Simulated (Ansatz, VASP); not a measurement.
## InSe: VASP beside Ansatz

```
Se In
1.0
     4.02671    0.00000    0.00000
    -2.01335    3.48723    0.00000
     0.00000    0.00000   36.71939
Se In
2 2
Direct
  0.00000 0.00000 0.42665
  0.00000 0.00000 0.57332
  0.66667 0.33333 0.46193
  0.66667 0.33333 0.53804
```

Alike in both runs: task single point; functional PBE; dispersion D3(BJ); k mesh 9 × 9 × 1; occupations gaussian, width 0.02 eV; no spin polarisation.

```csv
,VASP,Ansatz
version,VASP 6.6.1,Ansatz 0.2.0
potentials or method,"VASP PAW PBE potentials, release 64 (Se, In_d)","scalar-relativistic, plane waves, PAW"
plane-wave cutoff (eV),520,420
valence electrons in the cell,38,58
```

|  | VASP | Ansatz | Ansatz less VASP |
| --- | --- | --- | --- |
| gap on the k mesh at the Fermi level (eV) | 1.62 | 1.63 | +0.012 |
| least direct gap on the mesh (eV) | 1.69 | 1.70 | +0.010 |
| rms of the force components (eV/Å) | 0.008 | 0.000 | -0.0079 |

The two sets of potentials don't hold the same shells in valence. Ansatz warned: «structure_snapped_to_symmetry».

Caveats: spin-orbit coupling is left out, which moves the levels of the heavy elements.
